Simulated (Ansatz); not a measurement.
**Te2Mo — quadrupolar parameters**

The cell is a structure deposited in the COD, ions relaxed with PBE at fixed cell.

Space group P6_3/mmc (No. 194); a = 3.5182, c = 13.9736 Å, γ = 120.00°.

```csv
site,Wyckoff,site symmetry,x,y,z
Te,4f,3m.,0.3333,0.6667,0.6201
Mo,2c,-6m2,0.3333,0.6667,0.2500
```

One atom of each set is listed.

Computed with Ansatz: DFT, r2SCAN, plane waves and PAW, scalar-relativistic, 500 eV cutoff, Γ-centred 14×14×3 k-points, Fermi–Dirac smearing 0.02 eV.

Conventions: |V_zz| ≥ |V_yy| ≥ |V_xx|, η = (V_xx − V_yy)/V_zz, C_Q = eQV_zz/h.

Mo-97: I = 5/2, Q = 255.0 mb. Quadrupole moments are those of Pyykkö's year-2017 table.

```csv
site,atoms,first shell,"V_xx, V_yy, V_zz (10²¹ V/m²)",η,C_Q (MHz)
Te,4,3 Mo at 2.72 Å,"9.41, 9.41, -18.81",0.00,–
Mo,2,6 Te at 2.72 Å,"3.25, 3.25, -6.51",0.00,-40.1
```

An axis of threefold or higher order runs through Te and Mo, so V_zz lies along it and η is zero.

Te has no stable isotope with a ground-state quadrupole moment in the table, so no C_Q is given.

The largest force is 0.3 eV/Å, so the atoms aren't at the calculated equilibrium and relaxing them would move these values. Without spin–orbit coupling the gradients at and beside Te can be off by some per cent, at some sites by more.
